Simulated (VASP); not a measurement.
# NaCl (Fm-3m) in VASP: a series of runs

Aim: see how the results for NaCl move with the level of theory and the settings. Levels: LDA, r2SCAN, PBE. Tasks: band structure, dielectric tensor, optical spectrum.

Program: VASP 6.6.1. These are calculated values, not measurements. Logs are shortened: lines on timing, memory, paths and dates and some standing lists are left out, and cuts for length are marked.

**Measured values to compare with.**

From a printed reference work, textbook, for a bulk crystal of NaCl at 80 K: high-frequency dielectric constant 2.34.

The runs below are set against these values where they give the same quantity.

## (1) Starting point

It takes space group Fm-3m (No. 225, cubic). Conventional cell: a = 5.608 Å, b = 5.608 Å, c = 5.608 Å, α = 90.00°, β = 90.00°, γ = 90.00°. Na (site symmetry m-3m) has 6 Cl at 2.80 Å as nearest neighbours. Cl (site symmetry m-3m) has 6 Na at 2.80 Å as nearest neighbours.

## (2) Band structure, LDA

File INCAR:

```
PREC     = Accurate       # precision mode
ENCUT    = 520            # plane-wave cutoff, eV
EDIFF    = 1E-6           # SCF threshold, eV
ISMEAR   = 0              # smearing method
SIGMA    = 0.03           # smearing width, eV
LREAL    = False          # projectors in reciprocal space
LASPH    = True           # aspherical terms in the spheres
NELM     = 80             # most SCF steps
ALGO     = Normal         # electronic algorithm
ISIF     = 2              # what is computed and relaxed
LWAVE    = False          # write WAVECAR
LCHARG   = False          # write CHGCAR
GGA      = CA             # functional
NBANDS   = 14             # bands
```

File KPOINTS:

```
Automatic mesh
0
Gamma
  8 8 8
```

File POSCAR:

```
NaCl                                    
1.0
   -0.0000000000      2.8038634506      2.8038634506
    2.8038634506     -0.0000000000      2.8038634506
    2.8038634506      2.8038634506     -0.0000000000
  Na              Cl            
     1     1
Direct
     0.0000000000000000    0.0000000000000000    0.0000000000000000
     0.5000000000000000    0.5000000000000000    0.5000000000000000
```

File KPOINTS_OPT:

```
explicit points
202
Reciprocal
 0.0000000000  0.0000000000  0.0000000000 1
 0.0555555556  0.0000000000  0.0555555556 1
 0.1111111111  0.0000000000  0.1111111111 1
 0.1666666667  0.0000000000  0.1666666667 1
 0.2222222222  0.0000000000  0.2222222222 1
 0.2777777778  0.0000000000  0.2777777778 1
[... 194 lines left out ...]
 0.4889317400  0.0110682600  0.5000000000 1
 0.5110682600 -0.0110682600  0.5000000000 1
```

Potentials or basis: VASP PAW LDA potentials, release 64 (Na_pv, Cl).

The run is started by

```console
$ cat potpaw_LDA.64/Na_pv/POTCAR potpaw_LDA.64/Cl/POTCAR > POTCAR
$ mpirun -np 1 vasp_std > vasp.out
```

OUTCAR:

```text
PREC = Accurate
   ENCUT = 520
   EDIFF = 1E-6
   ISMEAR = 0
   LREAL = False
   LASPH = True
   NELM = 80
   ISIF = 2
   GGA = CA

 ion  position               nearest neighbor table
   1  0.000  0.000  0.000-
   2  0.500  0.500  0.500-

  LATTYP: Found a face centered cubic cell.
 ALAT       =     5.6077269012

  Lattice vectors:

 A1 = (   0.0000000000,   2.8038634506,   2.8038634506)
 A2 = (   2.8038634506,   0.0000000000,   2.8038634506)
 A3 = (   2.8038634506,   2.8038634506,   0.0000000000)

Analysis of symmetry for initial positions (statically):
=====================================================================
 Subroutine PRICEL returns:
 Original cell was already a primitive cell.

 Routine SETGRP: Setting up the symmetry group for a
 face centered cubic supercell.

 Subroutine GETGRP returns: Found 48 space group operations
 (whereof 48 operations were pure point group operations)
 out of a pool of 48 trial point group operations.

The static configuration has the point symmetry O_h .

Analysis of symmetry for dynamics (positions and initial velocities):
=====================================================================
 Subroutine PRICEL returns:
 Original cell was already a primitive cell.

 Routine SETGRP: Setting up the symmetry group for a
 face centered cubic supercell.

 Subroutine GETGRP returns: Found 48 space group operations
 (whereof 48 operations were pure point group operations)
 out of a pool of 48 trial point group operations.

The dynamic configuration has the point symmetry O_h .

 Subroutine INISYM returns: Found 48 space group operations
 (whereof 48 operations are pure point group operations),
 and found     1 'primitive' translations

----------------------------------------------------------------------------------------

                                     Primitive cell

  volume of cell :      44.0860

  direct lattice vectors                    reciprocal lattice vectors
     0.000000000  2.803863451  2.803863451    -0.178325375  0.178325375  0.178325375
     2.803863451  0.000000000  2.803863451     0.178325375 -0.178325375  0.178325375
     2.803863451  2.803863451  0.000000000     0.178325375  0.178325375 -0.178325375

  length of vectors
     3.965261719  3.965261719  3.965261719     0.308868609  0.308868609  0.308868609

  position of ions in fractional coordinates (direct lattice)
     0.000000000  0.000000000  0.000000000
     0.500000000  0.500000000  0.500000000

  ion indices of the primitive-cell ions
   primitive index   ion index
                 1           1
                 2           2

----------------------------------------------------------------------------------------

 KPOINTS: Automatic mesh

Automatic generation of k-mesh.
 Grid dimensions read from file:
 generate k-points for:    8    8    8

 Generating k-lattice:

  Cartesian coordinates                     Fractional coordinates (reciprocal lattice)
    -0.022290672  0.022290672  0.022290672     0.125000000  0.000000000  0.000000000
     0.022290672 -0.022290672  0.022290672     0.000000000  0.125000000  0.000000000
     0.022290672  0.022290672 -0.022290672     0.000000000  0.000000000  0.125000000

  Length of vectors
     0.038608576  0.038608576  0.038608576

  Shift w.r.t. Gamma in fractional coordinates (k-lattice)
     0.000000000  0.000000000  0.000000000

 Subroutine IBZKPT returns following result:
 ===========================================

 Found     29 irreducible k-points:

 Following reciprocal coordinates:
            Coordinates               Weight
  0.000000  0.000000  0.000000      1.000000
  0.125000  0.000000  0.000000      8.000000
  0.250000  0.000000  0.000000      8.000000
  0.375000  0.000000  0.000000      8.000000
  0.500000  0.000000  0.000000      4.000000
  0.125000  0.125000  0.000000      6.000000
[... 16 lines left out ...]
  0.500000  0.250000  0.125000     48.000000
 -0.375000  0.250000  0.125000     24.000000
 [... further k-points ...]
   k-points           NKPTS =     29   k-points in BZ     NKDIM =     29   number of bands    NBANDS=     14
   number of dos      NEDOS =    301   number of ions     NIONS =      2
   total plane-waves  NPLWV =  27000
   dimension x,y,z NGX =    30 NGY =   30 NGZ =   30
   dimension x,y,z NGXF=    60 NGYF=   60 NGZF=   60
   ions per type =               1   1
   NGX,Y,Z   is equivalent  to a cutoff of  12.58, 12.58, 12.58 a.u.
   NGXF,Y,Z  is equivalent  to a cutoff of  25.16, 25.16, 25.16 a.u.
 SYSTEM =  unknown system
   PREC   = accura    normal or accurate (medium, high low for compatibility)
   ISTART =      0    job   : 0-new  1-cont  2-samecut
   ICHARG =      2    charge: 1-file 2-atom 10-const
   ISPIN  =      1    spin polarized calculation?
   LNONCOLLINEAR =      F non collinear calculations
   LSORBIT =      F    spin-orbit coupling
   LASPH  =      T    aspherical Exc in radial PAW
   ENCUT  =  520.0 eV  38.22 Ry    6.18 a.u.   7.37  7.37  7.37*2*pi/ulx,y,z
   NELM   =     80;   NELMIN=  2; NELMDL= -5     # of ELM steps
   EDIFF  = 0.1E-05   stopping-criterion for ELM
   LREAL  =      F    real-space projection
   EDIFFG = 0.1E-04   stopping-criterion for IOM
   NSW    =      0    number of steps for IOM
   IBRION =     -1    ionic relax: 0-MD 1-quasi-New 2-CG
   NFREE  =      0    steps in history (QN), initial steepest desc. (CG)
   ISIF   =      2    stress and relaxation
   ISYM   =      2    0-nonsym 1-usesym 2-fastsym
   POTIM  = 0.5000    time-step for ionic-motion
   TEBEG  =    0.0;   TEEND  =   0.0 temperature during run
   PSTRESS=    0.0 pullay stress
   NELECT =      14.0000    total number of electrons
   NUPDOWN=      -1.0000    fix difference up-down
   EMIN   =  10.00;   EMAX   =-10.00  energy-range for DOS
   EFERMI =   0.00;   METHOD = LEGACY
   ISMEAR =     0;   SIGMA  =   0.03  broadening in eV -4-tet -1-fermi 0-gaus
   EFERMI_NEDOS =   21; number of points for ismear=-14 and -15
   IALGO  =     38    algorithm
   IMIX   =      4    mixing-type and parameters
     AMIX     =   0.40;   BMIX     =  1.00
     AMIX_MAG =   1.60;   BMIX_MAG =  1.00
  volume/ion in A,a.u.               =      22.04       148.75
  Fermi-wavevector in a.u.,A,eV,Ry     =   1.116908  2.110650 16.973037  1.247483
  Thomas-Fermi vector in A             =   2.253526
   LORBIT       =      0    0 simple, 1 ext, 2 COOP (PROOUT), +10 PAW based schemes
   GGA     = CA    functional components
   LHFCALC =     F    Hartree Fock is set to
   AEXX    =    0.0000 exact exchange contribution
   IVDW    =     0    specifies the selected vdW correction
   LEPSILON=     F    determine dielectric tensor
   LRPA    =     F    only Hartree local field effects (RPA)
 non-spin polarized calculation
 Gauss-broadening in eV      SIGMA  =   0.03
  energy-cutoff  :      520.00
  volume of cell :       44.09
 maximum number of plane-waves:      1243
 NGX is ok and might be reduce to    30
   NGX = 15   NGY = 15   NGZ = 15

 number of electron      14.0000007 magnetization

 Free energy of the ion-electron system (eV)
  ---------------------------------------------------
  ext. energy  EPLUGINS =         0.00000000
  ---------------------------------------------------
  free energy    TOTEN  =        -7.36693995 eV

  energy without entropy =       -7.36693995  energy(sigma->0) =       -7.36693995

 E-fermi :  -0.7049     XC(G=0):  -8.7955

 val. band max:       -0.8487972202   @ k =   0.0000   0.0000   0.0000
 cond. band min:       3.9146720377   @ k =   0.0000   0.0000   0.0000
 fundamental gap:      4.7634692578
 Fermi energy:        -0.7049457977

 k-point     1 :       0.0000    0.0000    0.0000
  band No.  band energies     occupation
      1     -21.5952      2.00000
      2     -21.5952      2.00000
      3     -21.5952      2.00000
      4     -13.4726      2.00000
      5      -0.8488      2.00000
      6      -0.8488      2.00000
      7      -0.8488      2.00000
      8       3.9147      0.00000
      9      10.0145      0.00000
     10      10.0145      0.00000
     11      10.0145      0.00000
     12      12.2665      0.00000
     13      12.2665      0.00000
     14      13.6658      0.00000

 k-point     2 :       0.1250    0.0000    0.0000
  band No.  band energies     occupation
      1     -21.6002      2.00000
      2     -21.5955      2.00000
      3     -21.5955      2.00000
      4     -13.4207      2.00000
      5      -1.2556      2.00000
      6      -0.8929      2.00000
      7      -0.8929      2.00000
      8       4.4364      0.00000
      9       9.4446      0.00000
     10      10.2120      0.00000
     11      10.2120      0.00000
     12      11.9795      0.00000
     13      11.9795      0.00000
     14      14.6128      0.00000

 k-point     3 :       0.2500    0.0000    0.0000
  band No.  band energies     occupation
      1     -21.6121      2.00000
      2     -21.5964      2.00000
      3     -21.5964      2.00000
      4     -13.2913      2.00000
      5      -2.0420      2.00000
      6      -0.9958      2.00000
      7      -0.9958      2.00000
      8       5.4258      0.00000
      9       8.8804      0.00000
     10      10.3020      0.00000
     11      10.3020      0.00000
     12      12.1873      0.00000
     13      12.1873      0.00000
     14      14.4470      0.00000

 k-point     4 :       0.3750    0.0000    0.0000
  band No.  band energies     occupation
      1     -21.6239      2.00000
      2     -21.5973      2.00000
      3     -21.5973      2.00000
      4     -13.1560      2.00000
      5      -2.6840      2.00000
      6      -1.0940      2.00000
      7      -1.0940      2.00000
      8       5.9847      0.00000
      9       9.1550      0.00000
     10      10.0071      0.00000
     11      10.0071      0.00000
     12      13.5770      0.00000
     13      13.5770      0.00000
     14      13.9285      0.00000

 k-point     5 :       0.5000    0.0000    0.0000
  band No.  band energies     occupation
      1     -21.6288      2.00000
      2     -21.5976      2.00000
      3     -21.5976      2.00000
      4     -13.0980      2.00000
      5      -2.9250      2.00000
      6      -1.1334      2.00000
      7      -1.1334      2.00000
      8       6.0712      0.00000
      9       9.5541      0.00000
     10       9.8659      0.00000
     11       9.8659      0.00000
[... 276 lines left out ...]
 k-point    22 :       0.3750    0.2500    0.1250
  band No.  band energies     occupation
      1     -21.6139      2.00000
      2     -21.6015      2.00000
      3     -21.5978      2.00000
      4     -13.2069      2.00000
      5      -2.1998      2.00000
      6      -1.3528      2.00000
      7      -1.1206      2.00000
      8       6.3074      0.00000
      9       8.2002      0.00000
     10       9.4292      0.00000
     11      11.1065      0.00000
     12      11.5106      0.00000
     13      13.7679      0.00000
     14      16.8906      0.00000

 k-point    23 :       0.5000    0.2500    0.1250
  band No.  band energies     occupation
      1     -21.6197      2.00000
      2     -21.6040      2.00000
      3     -21.5993      2.00000
      4     -13.1061      2.00000
      5      -2.5079      2.00000
      6      -1.5913      2.00000
      7      -1.2361      2.00000
      8       7.0210      0.00000
      9       8.4502      0.00000
     10       8.8126      0.00000
     11      10.8258      0.00000
     12      12.6718      0.00000
     13      14.9964      0.00000
     14      15.6521      0.00000

 k-point    24 :      -0.3750    0.2500    0.1250
  band No.  band energies     occupation
      1     -21.6222      2.00000
      2     -21.6045      2.00000
      3     -21.6002      2.00000
      4     -13.0634      2.00000
      5      -2.6319      2.00000
      6      -1.6756      2.00000
      7      -1.2932      2.00000
      8       7.1651      0.00000
      9       8.4333      0.00000
     10       9.1468      0.00000
     11      10.6374      0.00000
     12      13.2795      0.00000
     13      14.5607      0.00000
     14      15.7703      0.00000

 [... further k-points ...]

------------------------ aborting loop because EDIFF is reached ----------------------------------------

  FORCE on cell =-STRESS in cart. coord.  units (eV):
  Direction    XX          YY          ZZ          XY          YZ          ZX
  --------------------------------------------------------------------------------------
  -------------------------------------------------------------------------------------
  Total       -0.5677767     -0.5677767     -0.5677767     -0.0000000     -0.0000000      0.0000000
  in kB      -20.6341971    -20.6341971    -20.6341971     -0.0000000     -0.0000000      0.0000000
  external PRESSURE =     -20.6341971 kB  Pullay stress =       0.0000000 kB

 VOLUME and BASIS-vectors are now :
 -----------------------------------------------------------------------------
  energy-cutoff  :      520.00
  volume of cell :       44.09
      direct lattice vectors                 reciprocal lattice vectors
     0.000000000  2.803863451  2.803863451    -0.178325375  0.178325375  0.178325375
     2.803863451  0.000000000  2.803863451     0.178325375 -0.178325375  0.178325375
     2.803863451  2.803863451  0.000000000     0.178325375  0.178325375 -0.178325375

 POSITION                                       TOTAL-FORCE (eV/Angst)
 -----------------------------------------------------------------------------------
      0.00000      0.00000      0.00000         0.000000      0.000000      0.000000
      2.80386      2.80386      2.80386        -0.000000     -0.000000      0.000000
 -----------------------------------------------------------------------------------
    total drift:                               -0.000000      0.000000      0.000000

  FREE ENERGIE OF THE ION-ELECTRON SYSTEM (eV)
  ---------------------------------------------------
  free  energy   TOTEN  =        -7.3669399530 eV

  energy  without entropy=       -7.3669399530  energy(sigma->0) =       -7.36693995
```

Wall time 33 s (1 thread of Intel Xeon 6975P-C (Granite Rapids), shared host); peak memory 0.15 GiB.

What came out:

```
Free energy             : -7.3669 eV
Pressure                : -2.1 GPa
Band gap on the k mesh  : 4.76 eV, direct
Band gap along the path : 4.76 eV, direct
```

Levels at the corners of the path, in eV from the valence-band top:
```tsv
point	band 3	band 4	band 5	band 6	band 7	band 8	band 9	band 10	band 11	band 12
Γ	-20.75	-12.62	0.00	0.00	0.00	4.76	10.86	10.86	10.86	13.12
X	-20.75	-12.20	-1.79	-0.64	-0.64	7.22	7.72	11.05	14.48	14.48
X	-20.75	-12.20	-1.79	-0.64	-0.64	7.22	7.72	11.05	14.48	14.48
W	-20.76	-12.18	-1.28	-1.28	-0.82	8.56	9.42	9.42	11.07	15.47
W	-20.76	-12.18	-1.28	-1.28	-0.82	8.56	9.42	9.42	11.07	15.47
K	-20.75	-12.19	-1.52	-1.21	-0.53	7.92	8.76	10.29	12.56	13.27
K	-20.75	-12.19	-1.52	-1.21	-0.53	7.92	8.76	10.29	12.56	13.27
Γ	-20.75	-12.62	0.00	0.00	0.00	4.76	10.86	10.86	10.86	13.12
Γ	-20.75	-12.62	0.00	0.00	0.00	4.76	10.86	10.86	10.86	13.12
L	-20.75	-12.25	-2.08	-0.28	-0.28	6.92	10.40	10.71	10.71	14.65
L	-20.75	-12.25	-2.08	-0.28	-0.28	6.92	10.40	10.71	10.71	14.65
U	-20.75	-12.19	-1.52	-1.21	-0.53	7.92	8.76	10.29	12.56	13.27
U	-20.75	-12.19	-1.52	-1.21	-0.53	7.92	8.76	10.29	12.56	13.27
W	-20.76	-12.18	-1.28	-1.28	-0.82	8.56	9.42	9.42	11.07	15.47
W	-20.76	-12.18	-1.28	-1.28	-0.82	8.56	9.42	9.42	11.07	15.47
L	-20.75	-12.25	-2.08	-0.28	-0.28	6.92	10.40	10.71	10.71	14.65
L	-20.75	-12.25	-2.08	-0.28	-0.28	6.92	10.40	10.71	10.71	14.65
K	-20.75	-12.19	-1.52	-1.21	-0.53	7.92	8.76	10.29	12.56	13.27
U	-20.75	-12.19	-1.52	-1.21	-0.53	7.92	8.76	10.29	12.56	13.27
X	-20.75	-12.20	-1.79	-0.64	-0.64	7.22	7.72	11.05	14.48	14.48
```

(Part 1 of 4 ends here.)
